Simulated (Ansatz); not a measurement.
# I (Cmce) in Ansatz: band structure with PBE0

Aim: the band structure of I with PBE0.

All numbers are computed with Ansatz 0.2.0; they aren't measurements. Logs are shortened: lines on timing, memory, paths and dates and some standing lists are left out, and cuts for length are marked.

### Step 1. The crystal as given

Symmetry: Cmce, No. 64, orthorhombic system. Conventional cell: a = 7.270 Å, b = 4.790 Å, c = 9.793 Å, α = 90.00°, β = 90.00°, γ = 90.00°. Around I (site symmetry m) lie 1 I at 2.68 Å.

### Step 2. Band structure, PBE0

Input file input:

```
crystal:
  lattice:
    - [3.635035, -2.39502, 0.0]
    - [3.635035, 2.39502, 0.0]
    - [0.0, 0.0, 9.79344]
  atoms:
    - { symbol: I, position: [0.6493, 0.3507, 0.3844] }
    - { symbol: I, position: [0.1493, 0.8507, 0.1156] }
    - { symbol: I, position: [0.3507, 0.6493, 0.6156] }
    - { symbol: I, position: [0.8507, 0.1493, 0.8844] }
hamiltonian:
  xc: pbe0
  pseudopotentials: { kind: paw }
kpoints:
  mp_grid: { grid: [6, 6, 2] }
  band_path:
    path:
      - [[0.0, 0.0, 0.0], [0.3585278261, -0.3585278261, 0.0], [0.0, -0.5, 0.0], [0.0, -0.5, -0.5], [0.3585278261, -0.3585278261, -0.5], [0.0, 0.0, -0.5], [0.0, 0.0, 0.0], [-0.5, -0.5, 0.0], [-0.3585278261, -0.6414721739, 0.0], [-0.3585278261, -0.6414721739, -0.5], [-0.5, -0.5, -0.5], [-0.5, -0.5, 0.0]]
      - [[0.0, 0.0, -0.5], [-0.5, -0.5, -0.5]]
    npoints: 4
scf:
  occupations: { method: fermi_dirac, width: 0.05 }
  n_extra_bands: 10
output:
  forces: true
  stress: true
  eigenvalues: true
  fatbands: false
  write_density: true
  write_potential: true
  elf: true
  volumetric_format: npy
```

Potentials or basis: Ansatz PAW.

What it wrote:

```text
Warning: output.stress: scf.convergence.dr2_threshold = 1e-7 eV (the SCF's general default) is looser than the 4e-10 eV advised for a printed stress (1e-10 eV for each atom of the cell: 4). What an SCF threshold leaves in a stress goes as its square root, and in the free energy as the threshold itself, and one threshold admits the most on a small cell: of the crystals measured, under no hybrid functional and no lock of the moments, on runs that ended without the residual-converged pass, on stresses that held no estimate of that error, the worst erred by over 100 MPa in a component at 1e-7 eV an atom and by under 5 at 1e-10. Set scf.convergence.dr2_threshold to 4e-10 eV or tighter. The threshold is an SCF's pass mark: one that does not reach it within its budget of iterations ends unconverged, or closes short of it on a stop that the run arms, and scf.convergence.dr2_threshold's page says what that costs each kind of run
Warning: output.stress: scf.exx.energy_threshold = 1e-6 eV is looser than the 4e-8 eV advised for a stress under a hybrid functional (1e-8 eV for each atom of the cell: 4). Every SCF of the exchange loop can meet its threshold on dr2 while the loop round them stops early: no threshold on dr2 bounds what that leaves in the stress. Set scf.exx.energy_threshold to 4e-8 eV or tighter. The threshold is the loop's pass mark: a loop that does not reach it within its budget of cycles ends unconverged, and scf.exx.energy_threshold's page has the law
scf.n_extra_bands = 10 over 34 filled bands (N_el = 68.0): the run solves 44 bands
GPUs: using 1 of 1 available (devices: 1).
Engine: ansatz 0.2.0, x86_64-unknown-linux-gnu
Pseudopotentials: kind: paw
Pseudopotential: I, paw, valence charge 17, recommended cutoff 420 eV (normal), I.paw.azcp
Functional definition: PBE0
  parameter a = 0.25
  parameter kappa = 0.804
  parameter beta = 0.06672455060314922
  exchange = (1 - a)*pbe_x(kappa = kappa, mu = beta*pi^2/3) + a*exact_x
  correlation = pbe_c(beta = beta)
device memory: the entry about to start is reckoned to put 2.2 GiB on a device that reports 48.8 GiB free (of which the cap on the GPU budget leaves the run 18.0 GiB)
GPU FFT provider: cuFFT
GPU libraries: cuBLAS 13.8.2, cuFFT 12.4.0, cuSOLVER 12.3.4
Crystal: 4 atoms, lattice volume = 170.523 Å³
Basis set: ecut = 420 eV, 3337 PW (Γ), exchange–correlation on 60×60×144 points (8 copies of the dense FFT grid, shifted against one another)
Bands: 44, of which v1, the nominal top of the filled ones, is band 34 counted from 1 (33 counted from 0)
Symmetry: 8 space group operations
Space group: Cmce (ITA 64), of the structure as read, at distance tolerance 5.5e-5 Å
k-points: 26 of 72
Non-local potential: I, projectors of the file, l = 0: 2, l = 1: 2, l = 2: 2, l = 3: 2
PAW form: soft (Blöchl's): semilocal exchange-correlation on the pseudo side does not see the compensation charge
PAW frozen core: I, regenerated for the run's functional, and the local potential with it (the file was generated under x = pbe(κ = 0.804, μ = 0.2195149727645171), c = pbe(β = 0.06672455060314922))
PAW one-centre angular grid: I, 590 points (default); XC on 64 Gauss nodes
Initial density: superposition of atomic densities (neutral atoms: chi_scale 0, normalization atom), corrected by the library's trained network
Initial wavefunctions: pseudopotential atomic-orbital guess
GPU buffer pool allocated for 64800 grid points (all kernels)
GPU transforms: local potential and band sums: pruned to the plane-wave sphere, on 30×30×72
Functional: x = pbe(κ = 0.804, μ = 0.2195149727645171), c = pbe(β = 0.06672455060314922), warm-up for x = 0.75 pbe(κ = 0.804, μ = 0.2195149727645171) + 0.25 exact, c = pbe(β = 0.06672455060314922)
SCF iter   1: F=—  HF=-30051.419471 eV  |F-HF|=—  |Δ(HF+E_count)|=         —  Δρ=1.14e-3  dr2=1.46e-3  ethr=1.77e-3  ⟨swp⟩=13.3  Hψ=5464  notcnv=0
preconditioner: auto → none  [insulator: Δε(μ)=1.296 eV  Ē_g=11.131 eV  σ=0.050 eV  W_gap=1.00  n_scr=36 (ndim 8)  ℏωp=15.0 eV  f_vac=0.064  D(μ)=0.00/eV (n_scr^D=0)]
SCF iter   2: F=—  HF=-30051.421409 eV  |F-HF|=—  |Δ(HF+E_count)|=   1.94e-3  Δρ=5.14e-4  dr2=2.34e-4  ethr=2.15e-6  ⟨swp⟩=5.8  Hψ=3727  notcnv=0  defer=6
iter 3 solved again at ethr=1.87e-8 eV; its pass at ethr=3.44e-7 eV (dr2=1.27e-5 eV) is discarded
SCF iter   3: F=-30051.421828 eV  HF=-30051.421813 eV  |F-HF|=1.54e-5  |Δ(HF+E_count)|=   4.03e-4  Δρ=1.10e-4  dr2=1.31e-5  ethr=1.87e-8  ⟨swp⟩=3.5  Hψ=4818  notcnv=0  defer=2
[... 30 lines left out ...]
preconditioner: auto → none  [insulator: Δε(μ)=2.837 eV  Ē_g=13.237 eV  σ=0.050 eV  W_gap=1.00  n_scr=36 (ndim 8)  ℏωp=15.0 eV  f_vac=0.073  D(μ)=0.00/eV (n_scr^D=0)]
SCF iter   2: F=—  HF=-30066.401143 eV  |F-HF|=—  |Δ(HF+E_count)|=   1.01e-6  Δρ=2.05e-5  dr2=7.22e-7  ethr=3.63e-9  ⟨swp⟩=4.0  Hψ=3427  notcnv=0
SCF iter   3: F=—  HF=-30066.401144 eV  |F-HF|=—  |Δ(HF+E_count)|=   1.20e-6  Δρ=1.02e-5  dr2=1.19e-7  ethr=5.70e-10  ⟨swp⟩=4.7  Hψ=3148  notcnv=0  defer=1
SCF iter   4: F=—  HF=-30066.401144 eV  |F-HF|=—  |Δ(HF+E_count)|=   2.60e-8  Δρ=2.03e-6  dr2=1.23e-8  ethr=1.67e-10  ⟨swp⟩=3.4  Hψ=2876  notcnv=0
SCF iter   5: F=—  HF=-30066.401144 eV  |F-HF|=—  |Δ(HF+E_count)|=   2.18e-8  Δρ=1.06e-6  dr2=2.36e-9  ethr=1.24e-11  ⟨swp⟩=5.2  Hψ=3137  notcnv=0  defer=5
SCF iter   6: F=-30066.401144 eV  HF=-30066.401144 eV  |F-HF|=5.09e-11  |Δ(HF+E_count)|=  6.18e-10  Δρ=3.54e-7  dr2=3.05e-10  ethr=2.87e-12  ⟨swp⟩=3.2  Hψ=2537  notcnv=0  defer=1
SCF 3 converged in 6 iterations: F = -30066.401144 eV  dr2 = 3.05e-10
  Residual-converged pass: ⟨swp⟩=3.8  Hψ=2746  notcnv=0  max |occ|·‖R‖ = 6.3e-7 eV (tolerance 6.3e-7 eV)  dr2=3.08e-10  dr2_onsite=5.42e-11  max |Δocc| = 3.3e-21
hybrid outer 2: dexx = +1.717e-6 eV, tail = 7.00e-8 eV, Δε = 3.76e-3 eV (about 1.65e-4 eV left of the loop's levels), ΔF = 2.27e-3 eV/Å (tail 1.08e-3)
GPU FFT provider: cuFFT
GPU libraries: cuBLAS 13.8.2, cuFFT 12.4.0, cuSOLVER 12.3.4
GPU buffer pool allocated for 64800 grid points (all kernels)
GPU transforms: local potential and band sums: pruned to the plane-wave sphere, on 30×30×72
Exchange kernel: α = 0.2500, full range, Wigner–Seitz truncation, v(0) = 18203.8057 eV·Å³, q-mesh 6×6×2, nearest image of the exchange supercell L = 19.59 Å, pair-density grid 24×24×48, without the augmentation charges, whose exchange is taken in its separable form by FFT convolution over the k-point mesh (sized by the pseudopotential files, 27×27×72 at the most), smooth part of the exact exchange by density-matrix convolution in up to 6.09 GiB of GPU memory as planned if the GPU has room (build and FFT work areas not counted)
Frozen-core exchange: fock
SCF iter   1: F=—  HF=-30066.401144 eV  |F-HF|=—  |Δ(HF+E_count)|=         —  Δρ=1.16e-6  dr2=1.76e-9  ethr=5.15e-10  ⟨swp⟩=6.5  Hψ=2695  notcnv=0
SCF iter   2: F=-30066.401144 eV  HF=-30066.401144 eV  |F-HF|=4.73e-11  |Δ(HF+E_count)|=  5.09e-11  Δρ=3.39e-7  dr2=3.77e-10  ethr=2.20e-12  ⟨swp⟩=4.0  Hψ=3013  notcnv=0
SCF 4 converged in 2 iterations: F = -30066.401144 eV  dr2 = 3.77e-10
  Residual-converged pass: ⟨swp⟩=2.8  Hψ=2104  notcnv=0  max |occ|·‖R‖ = 9.4e-7 eV (tolerance 9.6e-7 eV)  dr2=3.79e-10  dr2_onsite=3.66e-11  max |Δocc| = 3.4e-23
hybrid outer 3: dexx = +1.406e-9 eV, tail = 8.87e-10 eV, Δε = 4.66e-5 eV (about 9.84e-6 eV left of the loop's levels), ΔF = 1.48e-4 eV/Å (tail 1.37e-4)
device memory: the entry about to start is reckoned to put 1.3 GiB on a device that reports 45.8 GiB free (of which the cap on the GPU budget leaves the run 18.0 GiB)
NSCF: frozen V_eff on 50 k-points, pencils in batches of 32, up to order 196
hybrid SCF converged: 3 outer / 14 inner (+3 warm-up), last move |dexx| = 1.41e-9 eV, tail = 8.87e-10 eV
Stability not checked: this state was not tested for a lower state beside it, because the functional holds exact exchange (a hybrid, or Hartree-Fock), whose exchange loop this test does not read (fock_operator; see scf.lower_state_search)
Free energy (F): -30066.401144 eV
Frozen-core exchange: fock
Harris-Foulkes:  -30066.401144 eV  (|F-HF|=4.73e-11)
Internal energy: -30066.401144 eV  (E = F + TS)
E sigma→0 (E₀):  -30066.401144 eV
Fermi energy:    5.317266 eV
--- Per-component energies (eV) ---
  E_band       = -1771.898191
  E_kinetic    = 752.866036
  E_local      = -8211.588618  (includes V_loc(G=0)·N_el)
  E_nonlocal   = -368.308748
  E_hartree    = 4199.533441
  E_xc         = -394.295244
  E_vxc        = -395.974829  (∫ρ·V_xc dr)
  E_exx        = -228.266175  (= α·E_x^exact, valence–valence)
  E_paw        = -19162.003752  (= ΣΔE_a)
  E_vpaw       = -1491.425930  (= ΣTr[D̂ρ^β])
  E_aug_tail   = -0.000030  (compensation charges beyond the density's cutoff)
  E_ewald      = -6652.942316
  E_core_change = -1.395738  (= ΣΔE_core)
  E_smearing   = -0.000000  (= −TS)
  E_closure    = 0.000000  (closes the sum)
  Σ components = -30066.401144   (vs F -30066.401144, Δ=3.64e-12)
--- Forces (eV/Å), atoms counted from 1 ---
  atom   1  I      0.00000000    -0.10213331    -0.23755291
  atom   2  I     -0.00000000    -0.10213331     0.23755291
  atom   3  I     -0.00000000     0.10213331     0.23755291
  atom   4  I      0.00000000     0.10213331    -0.23755291
  max |Σ_I F_I| component: 2.17e-19 eV/Å
--- Stress (GPa, compression-positive) ---
        0.961353       0.000000      -0.000000
        0.000000       0.776853       0.000000
       -0.000000       0.000000       1.052849
  P = ⅓ Tr σ = 0.9304 GPa (9.304 kbar)
--- Band table (eV; the first three rows and the last of 26) ---
  k-point 0: bands = ["-43.5932", "-43.5894", "-43.4685", "-43.4649", "-43.4452", "-43.4423", "-43.4087", "-43.4057", "-43.4044", "-43.4040", "-43.3680", "-43.3676", "-43.0700", "-43.0697", "-43.0696", "-43.0691", "-43.0668", "-43.0666", "-43.0659", "-43.0653", "-10.9301", "-10.4025", "-8.6428", "-7.5361", "-0.9270", "0.5998", "1.8783", "2.0137", "2.3679", "2.5058", "2.6688", "3.2802", "3.6690", "3.7425", "6.8140", "7.7566", "10.7474", "10.7931", "10.9441", "12.5558", "12.9492", "13.0871", "13.7232", "14.1297"]
  k-point 1: bands = ["-43.5913", "-43.5913", "-43.4667", "-43.4667", "-43.4438", "-43.4438", "-43.4072", "-43.4072", "-43.4042", "-43.4042", "-43.3678", "-43.3678", "-43.0698", "-43.0698", "-43.0694", "-43.0694", "-43.0667", "-43.0667", "-43.0656", "-43.0656", "-10.7115", "-10.7115", "-8.0656", "-8.0656", "-0.2534", "-0.2534", "2.2470", "2.2470", "2.4339", "2.4339", "2.7649", "2.7649", "3.7088", "3.7088", "7.1043", "7.1043", "11.2500", "11.2500", "11.7562", "11.7562", "12.6372", "12.6372", "14.4229", "14.4229"]
  k-point 2: bands = ["-43.5929", "-43.5896", "-43.4683", "-43.4652", "-43.4450", "-43.4424", "-43.4085", "-43.4059", "-43.4044", "-43.4040", "-43.3679", "-43.3676", "-43.0699", "-43.0696", "-43.0695", "-43.0691", "-43.0668", "-43.0665", "-43.0659", "-43.0654", "-10.8343", "-10.3646", "-8.5663", "-7.6155", "-0.9160", "0.3457", "1.3109", "1.4807", "2.1610", "2.2686", "3.1176", "3.5031", "3.5578", "3.5865", "6.8100", "7.5953", "11.1735", "11.3526", "11.5726", "12.4556", "12.5978", "13.0693", "14.0007", "14.2929"]
  k-point 25: bands = ["-43.5913", "-43.5913", "-43.4666", "-43.4666", "-43.4438", "-43.4438", "-43.4071", "-43.4071", "-43.4042", "-43.4042", "-43.3675", "-43.3675", "-43.0694", "-43.0694", "-43.0692", "-43.0692", "-43.0665", "-43.0665", "-43.0655", "-43.0655", "-10.3872", "-10.3872", "-7.8898", "-7.8898", "-0.2516", "-0.2516", "0.1465", "0.1465", "1.8304", "1.8304", "2.5286", "2.5286", "2.7101", "2.7101", "6.8589", "6.8589", "11.6051", "11.6051", "12.6314", "12.6314", "12.8277", "12.8277", "14.9927", "14.9927"]
```

It took 2 min on 1 × NVIDIA H100 80GB HBM3 with 2 threads of AMD EPYC 7R13 (Zen 3), shared host; peak memory 3 GiB.

Results:

```
Free energy             : -30066.4011 eV
Pressure                : 0.9 GPa
Largest force           : 0.259 eV/Å
Band gap on the k mesh  : 2.84 eV, indirect (least direct gap 3.07 eV)
Band gap along the path : 2.83 eV, indirect (least direct gap 3.07 eV)
```

Forces on the atoms (eV/Å):
```
I    0.000 -0.102 -0.238
I    0.000 -0.102  0.238
I    0.000  0.102  0.238
I    0.000  0.102 -0.238
```

Stress tensor (GPa, compression positive):
```
0.96 0.00 0.00
0.00 0.78 0.00
0.00 0.00 1.05
```

Levels at the corners of the path, in eV from the valence-band top:
```
point  band 32  band 33  band 34  band 35  band 36  band 37
    Γ    -0.61    -0.23    -0.15     2.92     3.86     6.85
    X    -1.05    -0.66    -0.39     3.19     3.45     7.87
    S    -1.34    -0.53    -0.53     3.80     3.80     7.02
    R    -0.90     0.00     0.00     3.23     3.23     7.40
    A    -1.00    -0.62    -0.62     3.31     3.31     8.49
    Z    -1.13    -0.19    -0.19     3.21     3.21     7.36
    Γ    -0.61    -0.23    -0.15     2.92     3.86     6.85
    Y    -1.46    -0.81    -0.45     2.84     3.43     6.71
   X1    -1.05    -0.66    -0.39     3.19     3.45     7.87
   A1    -1.00    -0.62    -0.62     3.31     3.31     8.49
    T    -1.37    -1.18    -1.18     2.96     2.96     7.71
    Y    -1.46    -0.81    -0.45     2.84     3.43     6.71
    Z    -1.13    -0.19    -0.19     3.21     3.21     7.36
    T    -1.37    -1.18    -1.18     2.96     2.96     7.71
```

Caveat: spin-orbit coupling is left out, which moves the levels of the heavy elements; the PAW data sets come from PBE, with cores solved anew for the run's functional, which leaves a small shift of forces and pressure; the thresholds are loose for stress.
